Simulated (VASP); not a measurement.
# Fe (Im-3m) in VASP: electric field gradients with PBEsol

Aim: the electric field gradients of Fe with PBEsol.

All numbers are computed with VASP 6.6.1; they aren't measurements. Logs are shortened: lines on timing, memory, paths and dates and some standing lists are left out, and cuts for length are marked.

**1. Starting point**

The structure is cubic, space group Im-3m (No. 229). The conventional cell has a = 2.886 Å, b = 2.886 Å, c = 2.886 Å, α = 90.00°, β = 90.00°, γ = 90.00°. Fe (site symmetry m-3m) has 8 Fe at 2.50 Å as nearest neighbours.

**2. Electric field gradients, PBEsol, collinear spin, ferromagnetic start**

The input, INCAR:

```
SYSTEM = Fe
PREC = Accurate
ENCUT = 600
EDIFF = 1E-7
ISMEAR = -1
SIGMA = 0.05
LREAL = .FALSE.
LASPH = .TRUE.
NELM = 100
ALGO = Fast
ISIF = 2
LWAVE = .FALSE.
LCHARG = .FALSE.
ISPIN = 2
MAGMOM = 2.5
LORBIT = 11
LMAXMIX = 4
GGA = PS
LEFG = .TRUE.
```

The input, KPOINTS:

```
regular mesh
0
G
  16 16 16
  0 0 0
```

The input, POSCAR:

```
Fe
1.0
   -1.4430000000      1.4430000000      1.4430000000
    1.4430000000     -1.4430000000      1.4430000000
    1.4430000000      1.4430000000     -1.4430000000
Fe
1
Direct
    0.0000000000      0.0000000000      0.0000000000
```

Potentials or basis: VASP PAW PBE potentials, release 64 (Fe_sv).

Started as:

```
$ cat potpaw_PBE.64/Fe_sv/POTCAR > POTCAR
$ mpirun -np 1 vasp_std > vasp.out
```

OUTCAR:

```text
SYSTEM = Fe
   PREC = Accurate
   ENCUT = 600
   EDIFF = 1E-7
   ISMEAR = -1
   LREAL = .FALSE.
   LASPH = .TRUE.
   NELM = 100
   ISIF = 2
   ISPIN = 2
   LORBIT = 11
   GGA = PS

 ion  position               nearest neighbor table
   1  0.000  0.000  0.000-

  LATTYP: Found a body centered cubic cell.
 ALAT       =     2.8860000000

  Lattice vectors:

 A1 = (  -1.4430000000,   1.4430000000,   1.4430000000)
 A2 = (   1.4430000000,  -1.4430000000,   1.4430000000)
 A3 = (   1.4430000000,   1.4430000000,  -1.4430000000)

Analysis of symmetry for initial positions (statically):
=====================================================================
 Subroutine PRICEL returns:
 Original cell was already a primitive cell.

 Routine SETGRP: Setting up the symmetry group for a
 body centered cubic supercell.

 Subroutine GETGRP returns: Found 48 space group operations
 (whereof 48 operations were pure point group operations)
 out of a pool of 48 trial point group operations.

The static configuration has the point symmetry O_h .

Analysis of symmetry for dynamics (positions and initial velocities):
=====================================================================
 Subroutine PRICEL returns:
 Original cell was already a primitive cell.

 Routine SETGRP: Setting up the symmetry group for a
 body centered cubic supercell.

 Subroutine GETGRP returns: Found 48 space group operations
 (whereof 48 operations were pure point group operations)
 out of a pool of 48 trial point group operations.

The dynamic configuration has the point symmetry O_h .

Analysis of structural, dynamic, and magnetic symmetry:
=====================================================================
 Subroutine PRICEL returns:
 Original cell was already a primitive cell.

 Routine SETGRP: Setting up the symmetry group for a
 body centered cubic supercell.

 Subroutine GETGRP returns: Found 48 space group operations
 (whereof 48 operations were pure point group operations)
 out of a pool of 48 trial point group operations.

The overall configuration has the point symmetry O_h .

 Subroutine INISYM returns: Found 48 space group operations
 (whereof 48 operations are pure point group operations),
 and found     1 'primitive' translations

----------------------------------------------------------------------------------------

                                     Primitive cell

  volume of cell :      12.0187

  direct lattice vectors                    reciprocal lattice vectors
    -1.443000000  1.443000000  1.443000000     0.000000000  0.346500347  0.346500347
     1.443000000 -1.443000000  1.443000000     0.346500347  0.000000000  0.346500347
     1.443000000  1.443000000 -1.443000000     0.346500347  0.346500347  0.000000000

  length of vectors
     2.499349315  2.499349315  2.499349315     0.490025489  0.490025489  0.490025489

  position of ions in fractional coordinates (direct lattice)
     0.000000000  0.000000000  0.000000000

  ion indices of the primitive-cell ions
   primitive index   ion index
                 1           1

----------------------------------------------------------------------------------------

 KPOINTS: regular mesh

Automatic generation of k-mesh.
 Grid dimensions read from file:
 generate k-points for:   16   16   16

 Generating k-lattice:

  Cartesian coordinates                     Fractional coordinates (reciprocal lattice)
     0.000000000  0.021656272  0.021656272     0.062500000  0.000000000  0.000000000
     0.021656272  0.000000000  0.021656272     0.000000000  0.062500000  0.000000000
     0.021656272  0.021656272  0.000000000     0.000000000  0.000000000  0.062500000

  Length of vectors
     0.030626593  0.030626593  0.030626593

  Shift w.r.t. Gamma in fractional coordinates (k-lattice)
     0.000000000  0.000000000  0.000000000

 Subroutine IBZKPT returns following result:
 ===========================================

 Found    145 irreducible k-points:

 Following reciprocal coordinates:
            Coordinates               Weight
  0.000000  0.000000  0.000000      1.000000
  0.062500  0.000000  0.000000     12.000000
  0.125000  0.000000  0.000000     12.000000
  0.187500  0.000000  0.000000     12.000000
  0.250000  0.000000  0.000000     12.000000
  0.312500  0.000000  0.000000     12.000000
[... 16 lines left out ...]
  0.187500  0.187500  0.000000     24.000000
  0.250000  0.187500  0.000000     48.000000
 [... further k-points ...]
   k-points           NKPTS =    145   k-points in BZ     NKDIM =    145   number of bands    NBANDS=     13
   number of dos      NEDOS =    301   number of ions     NIONS =      1
   total plane-waves  NPLWV =   8000
   dimension x,y,z NGX =    20 NGY =   20 NGZ =   20
   dimension x,y,z NGXF=    40 NGYF=   40 NGZF=   40
   ions per type =               1
   NGX,Y,Z   is equivalent  to a cutoff of  13.30, 13.30, 13.30 a.u.
   NGXF,Y,Z  is equivalent  to a cutoff of  26.61, 26.61, 26.61 a.u.
 SYSTEM =  Fe
   PREC   = accura    normal or accurate (medium, high low for compatibility)
   ISTART =      0    job   : 0-new  1-cont  2-samecut
   ICHARG =      2    charge: 1-file 2-atom 10-const
   ISPIN  =      2    spin polarized calculation?
   LNONCOLLINEAR =      F non collinear calculations
   LSORBIT =      F    spin-orbit coupling
   LASPH  =      T    aspherical Exc in radial PAW
   ENCUT  =  600.0 eV  44.10 Ry    6.64 a.u.   4.99  4.99  4.99*2*pi/ulx,y,z
   NELM   =    100;   NELMIN=  2; NELMDL= -5     # of ELM steps
   EDIFF  = 0.1E-06   stopping-criterion for ELM
   LREAL  =      F    real-space projection
   EDIFFG = 0.1E-05   stopping-criterion for IOM
   NSW    =      0    number of steps for IOM
   IBRION =     -1    ionic relax: 0-MD 1-quasi-New 2-CG
   NFREE  =      0    steps in history (QN), initial steepest desc. (CG)
   ISIF   =      2    stress and relaxation
   ISYM   =      2    0-nonsym 1-usesym 2-fastsym
   POTIM  = 0.5000    time-step for ionic-motion
   TEBEG  =    0.0;   TEEND  =   0.0 temperature during run
   PSTRESS=    0.0 pullay stress
   NELECT =      16.0000    total number of electrons
   NUPDOWN=      -1.0000    fix difference up-down
   EMIN   =  10.00;   EMAX   =-10.00  energy-range for DOS
   EFERMI =   0.00;   METHOD = LEGACY
   ISMEAR =    -1;   SIGMA  =   0.05  broadening in eV -4-tet -1-fermi 0-gaus
   EFERMI_NEDOS =   21; number of points for ismear=-14 and -15
   IALGO  =     68    algorithm
   IMIX   =      4    mixing-type and parameters
     AMIX     =   0.40;   BMIX     =  1.00
     AMIX_MAG =   1.60;   BMIX_MAG =  1.00
  volume/ion in A,a.u.               =      12.02        81.11
  Fermi-wavevector in a.u.,A,eV,Ry     =   1.800923  3.403251 44.128101  3.243324
  Thomas-Fermi vector in A             =   2.861551
   LORBIT       =     11    0 simple, 1 ext, 2 COOP (PROOUT), +10 PAW based schemes
   GGA     = PS    functional components
   LHFCALC =     F    Hartree Fock is set to
   AEXX    =    0.0000 exact exchange contribution
   IVDW    =     0    specifies the selected vdW correction
   LEPSILON=     F    determine dielectric tensor
   LRPA    =     F    only Hartree local field effects (RPA)
 spin polarized calculation
 RMM-DIIS sequential band-by-band and
  energy-cutoff  :      600.00
  volume of cell :       12.02
 maximum number of plane-waves:       420
   NGX =  9   NGY =  9   NGZ =  9

 number of electron      16.0000007 magnetization       2.2803371

 Free energy of the ion-electron system (eV)
  ---------------------------------------------------
  ext. energy  EPLUGINS =         0.00000000
  ---------------------------------------------------
  free energy    TOTEN  =        -8.95801688 eV

  energy without entropy =       -8.94987255  energy(sigma->0) =       -8.95394472

 E-fermi :  11.0245     XC(G=0): -13.5562

 val. band max:       11.0237897301   @ k =  -0.3125   0.3750   0.0625
 cond. band min:      11.0251789543   @ k =  -0.4375   0.4375   0.3125
 fundamental gap:      0.0013892243
 Fermi energy:        11.0245066679

 spin component 1

 k-point     1 :       0.0000    0.0000    0.0000
  band No.  band energies     occupation
      1     -76.7033      1.00000
      2     -42.6577      1.00000
      3     -42.6577      1.00000
      4     -42.6577      1.00000
      5       2.8073      1.00000
      6       8.8298      1.00000
      7       8.8298      1.00000
      8       8.8298      1.00000
      9       9.9982      1.00000
     10       9.9982      1.00000
     11      34.9183      0.00000
     12      34.9183      0.00000
     13      34.9183      0.00000
[... 353 lines left out ...]
 k-point    24 :       0.2500    0.1875    0.0000
  band No.  band energies     occupation
      1     -76.6477      1.00000
      2     -42.9272      1.00000
      3     -42.7700      1.00000
      4     -42.6860      1.00000
      5       6.7493      1.00000
      6       7.9925      1.00000
      7       8.4390      1.00000
      8       9.8579      1.00000
      9      10.2924      1.00000
     10      11.9178      0.00000
     11      22.5923      0.00000
     12      24.5727      0.00000
     13      30.3363      0.00000

 [... further k-points ...]

 spin component 2

 k-point     1 :       0.0000    0.0000    0.0000
  band No.  band energies     occupation
      1     -73.9922      1.00000
      2     -39.9952      1.00000
      3     -39.9952      1.00000
      4     -39.9952      1.00000
      5       3.0474      1.00000
      6      10.8615      0.96302
      7      10.8615      0.96302
      8      10.8615      0.96301
      9      12.7218      0.00000
     10      12.7218      0.00000
     11      34.8178      0.00000
     12      34.8178      0.00000
     13      34.8178      0.00000
[... 353 lines left out ...]
 k-point    24 :       0.2500    0.1875    0.0000
  band No.  band energies     occupation
      1     -73.9313      1.00000
      2     -40.2953      1.00000
      3     -40.1195      1.00000
      4     -40.0267      1.00000
      5       7.5292      1.00000
      6       9.7949      1.00000
      7      10.0752      1.00000
      8      12.3685      0.00000
      9      12.9637      0.00000
     10      13.9156      0.00000
     11      23.4828      0.00000
     12      25.2893      0.00000
     13      30.8939      0.00000

 [... further k-points ...]

------------------------ aborting loop because EDIFF is reached ----------------------------------------

  FORCE on cell =-STRESS in cart. coord.  units (eV):
  Direction    XX          YY          ZZ          XY          YZ          ZX
  --------------------------------------------------------------------------------------
  -------------------------------------------------------------------------------------
  Total       -1.5722410     -1.5722410     -1.5722410      0.0000000      0.0000000     -0.0000000
  in kB     -209.5900777   -209.5900777   -209.5900777      0.0000000      0.0000000     -0.0000000
  external PRESSURE =    -209.5900777 kB  Pullay stress =       0.0000000 kB

 VOLUME and BASIS-vectors are now :
 -----------------------------------------------------------------------------
  energy-cutoff  :      600.00
  volume of cell :       12.02
      direct lattice vectors                 reciprocal lattice vectors
    -1.443000000  1.443000000  1.443000000     0.000000000  0.346500347  0.346500347
     1.443000000 -1.443000000  1.443000000     0.346500347  0.000000000  0.346500347
     1.443000000  1.443000000 -1.443000000     0.346500347  0.346500347  0.000000000

 POSITION                                       TOTAL-FORCE (eV/Angst)
 -----------------------------------------------------------------------------------
      0.00000      0.00000      0.00000        -0.000000     -0.000000      0.000000
 -----------------------------------------------------------------------------------
    total drift:                                0.000000     -0.000000      0.000000

  FREE ENERGIE OF THE ION-ELECTRON SYSTEM (eV)
  ---------------------------------------------------
  free  energy   TOTEN  =        -8.9580168807 eV

  energy  without entropy=       -8.9498725508  energy(sigma->0) =       -8.95394472

 Electric field gradients (V/A^2)
---------------------------------------------------------------------
 ion       V_xx      V_yy      V_zz      V_xy      V_xz      V_yz
---------------------------------------------------------------------
   1      -0.000     0.000    -0.000     0.014     0.014     0.014
---------------------------------------------------------------------

 Electric field gradients after diagonalization (V/A^2)
 (convention: |V_zz| > |V_xx| > |V_yy|)
----------------------------------------------------------------------
 ion       V_xx      V_yy      V_zz     asymmetry (V_yy - V_xx)/ V_zz
----------------------------------------------------------------------
   1      -0.014    -0.014     0.027       0.000
----------------------------------------------------------------------

           NMR quadrupolar parameters

 Cq : quadrupolar parameter    Cq=e*Q*V_zz/h
 eta: asymmetry parameters     (V_yy - V_xx)/ V_zz
 Q  : nuclear electric quadrupole moment in mb (millibarn)
----------------------------------------------------------------------
 ion       Cq(MHz)       eta       Q (mb)
----------------------------------------------------------------------
   1       0.000       0.000       1.000
----------------------------------------------------------------------

 total charge

# of ion       s       p       d       tot
------------------------------------------
    1        2.179   6.025   5.502  13.706

 magnetization (x)

# of ion       s       p       d       tot
------------------------------------------
    1       -0.002  -0.007   2.284   2.275
```

Wall time 57 s (1 thread of Intel Xeon Platinum 8259CL at 2.50GHz (Skylake/Cascade Lake), shared host); peak memory 0.16 GiB.

What came out:

| Item | Value |
| --- | --- |
| Free energy | -8.9580 eV |
| Pressure | -21.0 GPa |
| Band gap on the k mesh | none (metal or under the smearing width) |
| Net moment | 2.28 μB per cell |
| Site moments | Fe +2.27 μB |
| Valence electrons inside the program's atomic spheres | Fe 13.71 |

Levels at points of the mesh, in eV from the Fermi level:
Spin up:
```tsv
k point	band 5	band 6	band 7	band 8	band 9	band 10	band 11	band 12	band 13
(0.00, 0.00, 0.00)	-8.22	-2.19	-2.19	-2.19	-1.03	-1.03	23.89	23.89	23.89
(0.50, 0.00, 0.00)	-4.67	-3.20	-0.98	-0.85	0.31	0.40	6.83	17.57	19.12
(0.50, 0.50, 0.50)	-4.53	-4.53	0.06	0.06	0.06	9.37	9.37	9.37	15.03
```
Spin down:
```tsv
k point	band 3	band 4	band 5	band 6	band 7	band 8	band 9	band 10	band 11	band 12
(0.00, 0.00, 0.00)	-51.02	-51.02	-7.98	-0.16	-0.16	-0.16	1.70	1.70	23.79	23.79
(0.50, 0.00, 0.00)	-51.15	-51.02	-3.32	-1.37	0.58	1.58	1.94	2.66	8.29	17.70
(0.50, 0.50, 0.50)	-51.30	-51.30	-2.69	-2.69	2.38	2.38	2.38	9.72	9.72	9.72
```

Electric field gradients, principal values (V/Å²):
| atom | Vxx | Vyy | Vzz |
| --- | --- | --- | --- |
| 1 Fe | -0.014 | -0.014 | 0.027 |

Caveat: so large a pressure means that the cell lies far from this level's equilibrium, or that cutoff or potentials fall short; the potentials were made for another functional, which shifts forces and pressure.
